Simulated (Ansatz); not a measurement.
Calculation for Eu (dhcp type): DFT, PBE, all-electron LAPW, scalar-relativistic (Ansatz 0.2.0).

The cell comes from a relaxation on PAW files under the same functional, begun from a prototype that needn't be the stable phase.

Command: `ansatz run input.yaml --threads 2 --pin off --max-ram 6144MiB --backend cpu --events-out ev --progress --plain --runs-dir out` It took 3 min on 2 threads of Intel(R) Xeon(R) Platinum 8375C CPU @ 2.90GHz (Ice Lake) (shared host), peak memory 0.93 GiB.

```yaml
crystal:
  lattice:
    - [3.8998402022, 0.0, 0.0]
    - [-1.9499201011, 3.3773606858, 0.0]
    - [0.0, 0.0, 12.662734237]
  atoms:
    - { symbol: Eu, position: [0.0, 0.0, 0.0], spin: 7.0 }
    - { symbol: Eu, position: [0.0, 0.0, 0.5], spin: 7.0 }
    - { symbol: Eu, position: [0.3333333333, 0.6666666667, 0.25], spin: 7.0 }
    - { symbol: Eu, position: [0.6666666667, 0.3333333333, 0.75], spin: 7.0 }
magnetization:
  spin_polarized: true
kpoints:
  mp_grid: { grid: [10, 10, 3] }
  band_path:
    path:
      - [0.0, 0.0, 0.0]
      - [0.5, 0.0, 0.0]
      - [0.3333333333, 0.3333333333, 0.0]
      - [0.0, 0.0, 0.0]
      - [0.0, 0.0, 0.5]
      - [0.5, 0.0, 0.5]
      - [0.3333333333, 0.3333333333, 0.5]
      - [0.0, 0.0, 0.5]
      - [0.5, 0.0, 0.5]
    npoints: 14
scf:
  occupations: { method: fermi_dirac, width: 0.1 }
hamiltonian:
  xc: pbe
  pseudopotentials: { kind: all_electron, lapw: { basis_error: 0.001 } }
output:
  forces: true
  stress: true
  eigenvalues: true
  populations: true
  dos: { projected: true, de: 0.2, e_range: [-14, 8] }
```

Output:

```
Eu: projections on atomic orbitals take those of the free atom 1s2 2s2 2p6 3s2 3p6 3d10 4s2 4p6 4d10 4f7 5s2 5p6 5d0 6s2, of charge +0.00 (hamiltonian.pseudopotentials.projection_atoms)
LAPW: plane waves up to 6.637 Å⁻¹, error target 1.0e-3 eV per atom; small_component_spin mean_spin; Eu in spheres of 1.942 Å, 27 of its electrons in bands, Dirac shells [] (how accurate: hamiltonian.pseudopotentials.lapw.basis_error, Limitations)
Engine: ansatz 0.2.0
Pseudopotentials: kind: all_electron
Pseudopotential: Eu, LAPW, valence charge 27, lapw/all_electron/scalar/gaussian/Eu, Koelling and Harmon's equation, gaussian nucleus
Functional definition: PBE
  parameter kappa = 0.804
  parameter beta = 0.06672455060314922
  exchange = pbe_x(kappa = kappa, mu = beta*pi^2/3)
  correlation = pbe_c(beta = beta)
Crystal: 4 atoms, lattice volume = 166.783 Å³
Basis set: ecut = 167.80376593427442 eV, 789 PW (Γ), exchange–correlation at level 2
Bands: 82, of which v1, the nominal top of the filled ones, is band 54 counted from 1 (53 counted from 0)
Symmetry: 24 space group operations
Space group: P63/mmc (ITA 194), of the structure as read, at distance tolerance 5.5e-5 Å
Magnetic group: BNS 194.263 (UNI 1493), of the structure as read, at distance tolerance 5.5e-5 Å
k-points: 28 of 300
Non-local potential: Eu, projectors of the file, none
Initial density: superposition of atomic densities (chi_scale 0.1, normalization cell)
Starting moments: Σ|m| = 28 μB on 4 of 4 sites
Initial wavefunctions: plane waves of lowest kinetic energy (no species holds an atomic orbital)
Functional: x = pbe(κ = 0.804, μ = 0.2195149727645171), c = pbe(β = 0.06672455060314922)
iter 1 solved again at ethr=3.19e-5 eV; its pass at ethr=1.00e-1 eV (dr2=3.45e-2 eV) is discarded
SCF iter   1: F=—  HF=-1180285.009721 eV  |F-HF|=—  |Δ(HF+E_count)|=         —  Δρ=3.56e-3 (↑3.56e-3 ↓3.47e-3)  dr2=3.46e-2  dr2_m=1.41e-2  M=28.988 μB ∫|m|=28.989 μB  β_m=0.30  ethr=3.19e-5  ⟨swp⟩=3.1  Hψ=30049  notcnv=0
Mixer restart at iter 1: flushing history
preconditioner: auto → Kerker (q_TF=auto, 2.538 Å⁻¹)  [metal: Δε(μ)=0.010 eV  Ē_g=11.139 eV  σ=0.100 eV  W_gap=0.03  n_scr=52 (ndim 8)  ℏωp=22.3 eV  f_vac=0.000  D(μ)=6.05/eV (n_scr^D=52)]
spin=Collinear: Kerker preconditioning applied to the charge; magnetization (m = ρ↑ − ρ↓) channel mixes plain (no charge-response kernel on spin).
SCF iter   2: F=—  HF=-1180285.188109 eV  |F-HF|=—  |Δ(HF+E_count)|=   1.78e-1  Δρ=3.02e-3 (↑3.02e-3 ↓2.86e-3)  dr2=2.40e-2  dr2_m=9.95e-3  M=29.120 μB ∫|m|=29.121 μB  β_m=0.63  ethr=3.19e-5  ⟨swp⟩=2.4  Hψ=13797  notcnv=0
SCF iter   3: F=—  HF=-1180285.356892 eV  |F-HF|=—  |Δ(HF+E_count)|=   1.69e-1  Δρ=1.46e-3 (↑1.46e-3 ↓1.27e-3)  dr2=5.63e-3  dr2_m=2.15e-3  M=29.557 μB ∫|m|=29.558 μB  β_m=0.54  ethr=2.22e-5  ⟨swp⟩=3.0  Hψ=14143  notcnv=0
SCF iter   4: F=—  HF=-1180285.375467 eV  |F-HF|=—  |Δ(HF+E_count)|=   1.86e-2  Δρ=1.07e-3 (↑1.07e-3 ↓9.79e-4)  dr2=2.57e-3  dr2_m=1.30e-3  M=29.689 μB ∫|m|=29.689 μB  β_m=0.77  ethr=5.21e-6  ⟨swp⟩=2.9  Hψ=13832  notcnv=0
SCF iter   5: F=—  HF=-1180285.387949 eV  |F-HF|=—  |Δ(HF+E_count)|=         —  Δρ=3.92e-4 (↑3.92e-4 ↓2.17e-4)  dr2=1.16e-3  dr2_m=6.51e-5  M=29.906 μB ∫|m|=29.906 μB  β_m=0.66  ethr=2.38e-6  ⟨swp⟩=3.0  Hψ=14248  notcnv=0
the basis was enlarged: its passes take 2.1 MiB over the memory plan, 2 of 2 planned eigensolver slots
SCF iter   6: F=—  HF=-1180285.390918 eV  |F-HF|=—  |Δ(HF+E_count)|=   2.97e-3  Δρ=2.28e-4 (↑2.28e-4 ↓1.42e-4)  dr2=3.59e-4  dr2_m=2.55e-5  M=29.989 μB ∫|m|=29.989 μB  β_m=0.48  ethr=1.07e-6  ⟨swp⟩=3.0  Hψ=14070  notcnv=0
SCF iter   7: F=—  HF=-1180285.391776 eV  |F-HF|=—  |Δ(HF+E_count)|=   8.58e-4  Δρ=1.80e-4 (↑1.80e-4 ↓1.27e-4)  dr2=2.15e-4  dr2_m=1.18e-5  M=29.981 μB ∫|m|=29.981 μB  β_m=0.73  ethr=3.33e-7  ⟨swp⟩=2.5  Hψ=13977  notcnv=0
SCF iter   8: F=—  HF=-1180285.392170 eV  |F-HF|=—  |Δ(HF+E_count)|=   3.93e-4  Δρ=6.47e-5 (↑6.43e-5 ↓6.47e-5)  dr2=4.79e-5  dr2_m=8.53e-7  M=29.978 μB ∫|m|=29.978 μB  β_m=0.87  ethr=1.99e-7  ⟨swp⟩=3.0  Hψ=14269  notcnv=0
SCF iter   9: F=—  HF=-1180285.392319 eV  |F-HF|=—  |Δ(HF+E_count)|=   1.49e-4  Δρ=3.74e-5 (↑3.63e-5 ↓3.74e-5)  dr2=1.27e-5  dr2_m=5.21e-7  M=29.975 μB ∫|m|=29.975 μB  β_m=0.93  ethr=4.44e-8  ⟨swp⟩=3.0  Hψ=14093  notcnv=0
iter 10 solved again at ethr=3.38e-10 eV; its pass at ethr=1.17e-8 eV (dr2=3.65e-7 eV) is discarded
SCF iter  10: F=—  HF=-1180285.392604 eV  |F-HF|=—  |Δ(HF+E_count)|=   2.85e-4  Δρ=9.02e-6 (↑7.87e-6 ↓9.02e-6)  dr2=3.65e-7  dr2_m=6.31e-8  M=29.974 μB ∫|m|=29.974 μB  β_m=0.80  ethr=3.38e-10  ⟨swp⟩=2.0  Hψ=23171  notcnv=0
SCF iter  11: F=—  HF=-1180285.392619 eV  |F-HF|=—  |Δ(HF+E_count)|=   1.50e-5  Δρ=4.83e-6 (↑4.83e-6 ↓4.09e-6)  dr2=3.26e-8  dr2_m=2.62e-8  M=29.974 μB ∫|m|=29.974 μB  β_m=0.90  ethr=3.38e-10  ⟨swp⟩=3.0  Hψ=14775  notcnv=0
SCF iter  12: F=—  HF=-1180285.392619 eV  |F-HF|=—  |Δ(HF+E_count)|=   7.50e-7  Δρ=2.76e-6 (↑2.76e-6 ↓2.45e-6)  dr2=6.38e-9  dr2_m=9.22e-9  M=29.974 μB ∫|m|=29.974 μB  β_m=0.95  ethr=3.02e-11  ⟨swp⟩=3.1  Hψ=14787  notcnv=0
SCF iter  13: F=—  HF=-1180285.392620 eV  |F-HF|=—  |Δ(HF+E_count)|=   2.47e-7  Δρ=9.80e-7 (↑8.80e-7 ↓9.80e-7)  dr2=6.19e-10  dr2_m=1.24e-9  M=29.974 μB ∫|m|=29.975 μB  β_m=0.97  ethr=8.44e-12 (applied; sched 5.90e-12)  ⟨swp⟩=3.4  Hψ=15486  notcnv=0
[... lines left out ...]
Spin contamination: 0.0195 ħ² per cell (⟨S²⟩ above its minimum at these occupations)
Per-site moments (μB) at R_I (Å): [(7.306458042911174, 1.9423655990685063), (7.306458042911174, 1.9423655990685063), (7.298923685219677, 1.9423655990685063), (7.298923685219677, 1.9423655990685063)]
Free energy (F): -1180285.392620 eV
Harris-Foulkes:  -1180285.392620 eV  (|F-HF|=3.47e-8)
Internal energy: -1180285.099812 eV  (E = F + TS)
E sigma→0 (E₀):  -1180285.246216 eV
Entropy (-TS):   -0.292808 eV (-73.202 meV/atom)
Fermi energy:    10.956351 eV
--- Per-component energies (eV) ---
  E_band       = -4821.553991
  E_kinetic    = 1279530.646341
  E_xc         = -26484.000361
  E_electrostatic = -2433331.745792  (all electrons and nuclei)
  E_smearing   = -0.292808  (= −TS)
  E_closure    = 0.000000  (closes the sum)
  E_atoms      = -1180244.055729  (free atoms, spherical and without spin; not in F)
  Σ components = -1180285.392620   (vs F -1180285.392620, Δ=0.00e0)
  Basis errors (estimates in eV, not in F): energy 8.0e-5 per atom: plane waves 2.1e-5 (1.1e-5 summed), levels above the bands 1.8e-18, relativity 1.2e-7, radial functions 5.8e-5, core shells 5.5e-8; eigenvalues (radial functions only) 1.2e-6; not estimated: angular momenta, meshes, grids; target (lapw.basis_error) 1.0e-3; muffin-tin radii Eu 1.942 Å
--- Forces (eV/Å), atoms counted from 1 ---
  atom   1  Eu    -0.00000000    -0.00000000     0.00000000
  atom   2  Eu    -0.00000000     0.00000000     0.00000000
  atom   3  Eu    -0.00000000    -0.00000000     0.00000000
  atom   4  Eu    -0.00000000     0.00000000     0.00000000
  max |Σ_I F_I| component: 1.85e-17 eV/Å
--- Stress (GPa, compression-positive) ---
        0.065575       0.000000      -0.000000
        0.000000       0.065575       0.000000
       -0.000000       0.000000       0.070077
  P = ⅓ Tr σ = 0.0671 GPa (0.671 kbar)
--- Band table (eV; the first three rows and the last of 56) ---
  k-point 0 ↑: bands = ["-121.8249", "-121.8249", "-121.8229", "-121.8229", "-121.8229", "-121.8229", "-121.8184", "-121.8184", "-121.8184", "-121.8184", "-121.8073", "-121.8073", "-121.8037", "-121.8037", "-121.8037", "-121.8037", "-121.8035", "-121.8035", "-121.8035", "-121.8035", "-30.5594", "-30.5451", "-30.5385", "-30.5241", "-9.6127", "-9.3877", "-9.3864", "-9.2145", "-9.2145", "-9.1864", "-9.1864", "-9.1789", "-9.1789", "-9.1505", "-9.1505", "-9.1482", "6.5556", "7.7866", "7.7981", "9.1268", "10.2840", "10.2994", "10.3229", "10.3572", "10.3577", "10.3721", "10.3803", "10.3803", "10.3941", "10.3941", "10.4155", "10.4205", "10.4205", "10.4392", "10.4403", "10.4403", "10.4557", "10.4557", "10.4594", "10.4594", "10.5218", "10.5218", "10.5221", "10.5225", "10.5268", "10.5268", "10.5370", "10.5374", "11.6221", "11.8744", "11.8901", "12.6232", "12.6232", "12.6796", "12.6796", "12.8068", "13.0323", "13.0323", "13.1326", "13.1326", "14.2242", "14.2242"]
  k-point 1 ↑: bands = ["-121.8249", "-121.8249", "-121.8229", "-121.8229", "-121.8229", "-121.8229", "-121.8184", "-121.8184", "-121.8184", "-121.8184", "-121.8073", "-121.8073", "-121.8037", "-121.8037", "-121.8037", "-121.8037", "-121.8035", "-121.8035", "-121.8035", "-121.8035", "-30.5571", "-30.5511", "-30.5325", "-30.5264", "-9.5831", "-9.5014", "-9.2694", "-9.2103", "-9.2103", "-9.1989", "-9.1989", "-9.1811", "-9.1663", "-9.1663", "-9.1548", "-9.1548", "6.7107", "7.1505", "8.4761", "8.9667", "10.2947", "10.3011", "10.3156", "10.3322", "10.3748", "10.3856", "10.3856", "10.3870", "10.3957", "10.3957", "10.4097", "10.4097", "10.4125", "10.4205", "10.4205", "10.4228", "10.4805", "10.4805", "10.4807", "10.4807", "10.5111", "10.5111", "10.5141", "10.5141", "10.5222", "10.5224", "10.5371", "10.5373", "11.5735", "11.6176", "12.2801", "12.6508", "12.6864", "12.6864", "12.7367", "12.7367", "12.9462", "12.9462", "13.0198", "13.0198", "14.3871", "14.3871"]
  k-point 2 ↑: bands = ["-121.8249", "-121.8249", "-121.8229", "-121.8229", "-121.8229", "-121.8229", "-121.8184", "-121.8184", "-121.8184", "-121.8184", "-121.8073", "-121.8073", "-121.8037", "-121.8037", "-121.8037", "-121.8037", "-121.8035", "-121.8035", "-121.8035", "-121.8035", "-30.5566", "-30.5430", "-30.5364", "-30.5228", "-9.5982", "-9.3924", "-9.3915", "-9.2473", "-9.2250", "-9.2101", "-9.2041", "-9.1943", "-9.1867", "-9.1844", "-9.1556", "-9.1538", "6.7505", "7.9599", "7.9711", "9.3164", "10.2814", "10.2980", "10.3219", "10.3515", "10.3570", "10.3668", "10.3792", "10.3831", "10.3905", "10.3970", "10.4203", "10.4234", "10.4265", "10.4328", "10.4453", "10.4470", "10.4484", "10.4551", "10.4588", "10.4651", "10.5034", "10.5081", "10.5157", "10.5164", "10.5183", "10.5214", "10.5226", "10.5273", "11.4632", "11.7549", "11.8511", "12.3833", "12.4867", "12.6104", "12.8039", "12.8255", "13.0438", "13.1698", "13.2153", "13.3263", "13.8621", "13.9428"]
  k-point 27 ↓: bands = ["-116.4017", "-116.4017", "-116.3952", "-116.3952", "-116.3952", "-116.3952", "-116.3815", "-116.3815", "-116.3690", "-116.3690", "-116.3690", "-116.3690", "-116.3687", "-116.3687", "-116.3687", "-116.3687", "-116.3599", "-116.3599", "-116.3599", "-116.3599", "-27.3883", "-27.3877", "-27.3817", "-27.3811", "-7.1998", "-7.1859", "-7.1850", "-7.1396", "-7.0903", "-7.0803", "-7.0339", "-7.0141", "-6.9331", "-6.8947", "-6.8753", "-6.8583", "11.2258", "11.2275", "11.2805", "11.3318", "11.6761", "11.7167", "11.8670", "11.8891", "12.6334", "12.6598", "12.7931", "12.8837", "14.0473", "14.1156", "14.5788", "14.5834", "14.8287", "14.8690", "14.9491", "14.9509", "14.9954", "15.0219", "15.0759", "15.0856", "15.1855", "15.1948", "15.2150", "15.2243", "15.2374", "15.2524", "15.2679", "15.2714", "15.2715", "15.2758", "15.2806", "15.2817", "15.2892", "15.2893", "15.3065", "15.3081", "15.5272", "15.5570", "15.9088", "15.9873", "16.7476", "16.9707"]
--- Löwdin populations: 4 sites ---
  site symbol       q [e]    m [muB]
     0     Eu     62.9817     7.4905
     1     Eu     62.9817     7.4905
     2     Eu     62.9667     7.4687
     3     Eu     62.9667     7.4687
  spilling = 0.000409 (of n_electrons = 252.000000)
```

populations.tsv:

```
# site	symbol	l	j	q_up	q_dn
# orbitals = lowdin
# n_electrons = 252.000000
# spilling = 0.000409
# projection_atom_Eu: 1s2 2s2 2p6 3s2 3p6 3d10 4s2 4p6 4d10 4f7 5s2 5p6 5d0 6s2
0	Eu	0_1S	-	1.000000	1.000000
0	Eu	0_2S	-	0.999988	0.999987
0	Eu	0_3S	-	0.999839	0.999827
0	Eu	0_4S	-	0.998294	0.998192
0	Eu	0_5S	-	0.970721	0.972393
0	Eu	0_6S	-	0.387942	0.344537
0	Eu	1_2P	-	3.000000	3.000000
0	Eu	1_3P	-	2.999998	2.999997
0	Eu	1_4P	-	2.999887	2.999823
0	Eu	1_5P	-	2.982385	2.962905
0	Eu	2_3D	-	4.999998	4.999999
0	Eu	2_4D	-	4.999945	4.999966
0	Eu	2_5D	-	1.081757	0.465269
0	Eu	3_4F	-	6.815361	0.002710
1	Eu	0_1S	-	1.000000	1.000000
1	Eu	0_2S	-	0.999988	0.999987
1	Eu	0_3S	-	0.999839	0.999827
1	Eu	0_4S	-	0.998294	0.998192
1	Eu	0_5S	-	0.970721	0.972393
1	Eu	0_6S	-	0.387942	0.344537
1	Eu	1_2P	-	3.000000	3.000000
1	Eu	1_3P	-	2.999998	2.999997
1	Eu	1_4P	-	2.999887	2.999823
1	Eu	1_5P	-	2.982385	2.962905
1	Eu	2_3D	-	4.999998	4.999999
1	Eu	2_4D	-	4.999945	4.999966
1	Eu	2_5D	-	1.081757	0.465269
1	Eu	3_4F	-	6.815361	0.002710
2	Eu	0_1S	-	1.000000	1.000000
2	Eu	0_2S	-	0.999988	0.999987
2	Eu	0_3S	-	0.999839	0.999826
2	Eu	0_4S	-	0.998293	0.998178
2	Eu	0_5S	-	0.970684	0.972191
2	Eu	0_6S	-	0.387099	0.346272
2	Eu	1_2P	-	3.000000	3.000000
2	Eu	1_3P	-	2.999998	2.999997
2	Eu	1_4P	-	2.999889	2.999823
2	Eu	1_5P	-	2.982589	2.962929
2	Eu	2_3D	-	4.999998	4.999999
2	Eu	2_4D	-	4.999946	4.999966
2	Eu	2_5D	-	1.062631	0.467088
2	Eu	3_4F	-	6.816741	0.002782
3	Eu	0_1S	-	1.000000	1.000000
3	Eu	0_2S	-	0.999988	0.999987
3	Eu	0_3S	-	0.999839	0.999826
3	Eu	0_4S	-	0.998293	0.998178
3	Eu	0_5S	-	0.970684	0.972191
3	Eu	0_6S	-	0.387099	0.346272
3	Eu	1_2P	-	3.000000	3.000000
3	Eu	1_3P	-	2.999998	2.999997
3	Eu	1_4P	-	2.999889	2.999823
3	Eu	1_5P	-	2.982589	2.962929
3	Eu	2_3D	-	4.999998	4.999999
3	Eu	2_4D	-	4.999946	4.999966
3	Eu	2_5D	-	1.062631	0.467088
3	Eu	3_4F	-	6.816741	0.002782
```

Next run (volume at 0.92 of the series' base cell), as changes to the input before:

```diff
   lattice:
-    - [3.8998402022, 0.0, 0.0]
-    - [-1.9499201011, 3.3773606858, 0.0]
-    - [0.0, 0.0, 12.662734237]
+    - [3.7929410047, 0.0, 0.0]
+    - [-1.8964705024, 3.2847832651, 0.0]
+    - [0.0, 0.0, 12.3156338283]
   atoms:
   mp_grid: { grid: [10, 10, 3] }
-  band_path:
-    path:
-      - [0.0, 0.0, 0.0]
-      - [0.5, 0.0, 0.0]
-      - [0.3333333333, 0.3333333333, 0.0]
-      - [0.0, 0.0, 0.0]
-      - [0.0, 0.0, 0.5]
-      - [0.5, 0.0, 0.5]
-      - [0.3333333333, 0.3333333333, 0.5]
-      - [0.0, 0.0, 0.5]
-      - [0.5, 0.0, 0.5]
-    npoints: 14
 scf:
   populations: true
-  dos: { projected: true, de: 0.2, e_range: [-14, 8] }
```

Results part of the output:

```
SCF 1 converged in 13 iterations: F = -1180285.331707 eV  dr2 = 3.97e-10
SCF converged after 13 iterations
Magnetization: 29.9143 μB (68.9572 up, 39.0428 down)
Absolute magnetization: 29.9145 μB (∫|ρ↑−ρ↓|)
Spin contamination: 0.0210 ħ² per cell (⟨S²⟩ above its minimum at these occupations)
Per-site moments (μB) at R_I (Å): [(7.288786404178786, 1.8891230780856043), (7.288786404178786, 1.8891230780856043), (7.2799762224458995, 1.8891230780856043), (7.2799762224458995, 1.8891230780856043)]
Free energy (F): -1180285.331707 eV
Harris-Foulkes:  -1180285.331707 eV  (|F-HF|=1.63e-8)
Internal energy: -1180285.049446 eV  (E = F + TS)
E sigma→0 (E₀):  -1180285.190576 eV
[... lines left out ...]
  k-point 1 ↑: bands = ["-120.7547", "-120.7547", "-120.7528", "-120.7528", "-120.7528", "-120.7528", "-120.7474", "-120.7474", "-120.7474", "-120.7474", "-120.7368", "-120.7368", "-120.7325", "-120.7325", "-120.7325", "-120.7325", "-120.7324", "-120.7324", "-120.7324", "-120.7324", "-29.4057", "-29.3967", "-29.3705", "-29.3615", "-8.4941", "-8.3882", "-8.0852", "-8.0051", "-8.0051", "-7.9905", "-7.9905", "-7.9688", "-7.9486", "-7.9486", "-7.9338", "-7.9338", "7.7060", "8.1845", "9.5527", "9.9910", "11.3629", "11.3704", "11.3886", "11.4118", "11.4603", "11.4746", "11.4746", "11.4750", "11.4863", "11.4863", "11.5018", "11.5018", "11.5054", "11.5143", "11.5143", "11.5249", "11.5842", "11.5842", "11.5852", "11.5852", "11.6216", "11.6216", "11.6242", "11.6242", "11.6350", "11.6353", "11.6513", "11.6516", "12.8072", "12.8672", "13.4080", "13.7910", "13.8255", "13.8255", "13.8793", "13.8793", "14.1109", "14.1109", "14.1906", "14.1906", "15.6901", "15.6901"]
  k-point 2 ↑: bands = ["-120.7547", "-120.7547", "-120.7528", "-120.7528", "-120.7528", "-120.7528", "-120.7474", "-120.7474", "-120.7474", "-120.7474", "-120.7368", "-120.7368", "-120.7325", "-120.7325", "-120.7325", "-120.7325", "-120.7324", "-120.7324", "-120.7324", "-120.7324", "-29.4049", "-29.3844", "-29.3769", "-29.3562", "-8.5133", "-8.2460", "-8.2452", "-8.0538", "-8.0243", "-8.0055", "-7.9983", "-7.9845", "-7.9752", "-7.9730", "-7.9348", "-7.9326", "7.7496", "9.0482", "9.0620", "10.3233", "11.3415", "11.3660", "11.3949", "11.4262", "11.4372", "11.4518", "11.4667", "11.4717", "11.4799", "11.4877", "11.5138", "11.5184", "11.5218", "11.5313", "11.5423", "11.5456", "11.5474", "11.5586", "11.5602", "11.5666", "11.6123", "11.6181", "11.6263", "11.6273", "11.6292", "11.6340", "11.6342", "11.6402", "12.7631", "12.8689", "12.9767", "13.5047", "13.6244", "13.7533", "13.9572", "13.9782", "14.2255", "14.3593", "14.4132", "14.5265", "15.1189", "15.2010"]
  k-point 27 ↓: bands = ["-115.3465", "-115.3465", "-115.3399", "-115.3399", "-115.3399", "-115.3399", "-115.3265", "-115.3265", "-115.3114", "-115.3114", "-115.3114", "-115.3114", "-115.3103", "-115.3103", "-115.3103", "-115.3103", "-115.3018", "-115.3018", "-115.3018", "-115.3018", "-26.2257", "-26.2247", "-26.2176", "-26.2166", "-6.1010", "-6.0826", "-6.0821", "-6.0235", "-5.9603", "-5.9469", "-5.8875", "-5.8618", "-5.7569", "-5.7065", "-5.6817", "-5.6601", "12.3051", "12.3388", "12.3712", "12.4332", "12.8130", "12.8441", "12.9958", "13.0576", "13.8654", "13.8804", "14.0377", "14.0802", "15.2392", "15.3123", "15.7150", "15.7152", "15.9308", "15.9648", "16.0495", "16.0525", "16.0901", "16.1137", "16.1750", "16.1876", "16.2920", "16.3025", "16.3231", "16.3329", "16.3454", "16.3622", "16.3779", "16.3795", "16.3816", "16.3875", "16.3925", "16.3926", "16.4017", "16.4033", "16.4234", "16.4256", "16.7085", "16.7471", "17.2030", "17.2987", "18.1862", "18.4411"]
--- Löwdin populations: 4 sites ---
  site symbol       q [e]    m [muB]
     0     Eu     62.9884     7.4798
     1     Eu     62.9884     7.4798
     2     Eu     62.9725     7.4563
     3     Eu     62.9725     7.4563
  spilling = 0.000310 (of n_electrons = 252.000000)
```

The open f shell is treated without a Hubbard term, so these are results of the method, and the state needn't be the lowest. Spin–orbit coupling is left out, which matters for the heavy atoms.
